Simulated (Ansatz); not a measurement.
ZnO, 4 atoms in the cell. It takes space group P6_3/mmc (No. 194, hexagonal). Conventional cell: a = 3.288 Å, b = 3.288 Å, c = 7.130 Å, α = 90.00°, β = 90.00°, γ = 120.00°. Around Zn (site symmetry -6m2) lie 3 O at 1.90 Å. O (site symmetry -6m2) is surrounded by 3 Zn at 1.90 Å. Measurements of this composition are mostly on another form, of space group No. 186.

| Quantity | Value |
| --- | --- |
| Program | Ansatz 0.2.0 |
| Task | dielectric tensor |
| Functional | PBE |
| Potentials or basis | all-electron PAW datasets made for the crystal |
| Cutoff | 540 eV (chosen from the basis error) |
| k mesh | 9 × 9 × 4 |
| Occupations | fixed |
| Spin | no spin polarisation |

Potentials or basis: all-electron PAW datasets made for the crystal.

The run is started by

```bash
$ ansatz run input.yaml --threads 2 --pin off --max-ram 6144MiB --backend cpu --events-out ev --progress --plain --runs-dir out
```

Hardware: 2 threads of Arm Neoverse V1 (shared host).

Problem. Estimate the wall time of this run.

Solution. Run time: 4.2 min on 2 threads of Arm Neoverse V1, on a shared host, peak memory 2.9 GiB. Counts: scf iterations 12, plane waves 1923, k points 95, bands 22.
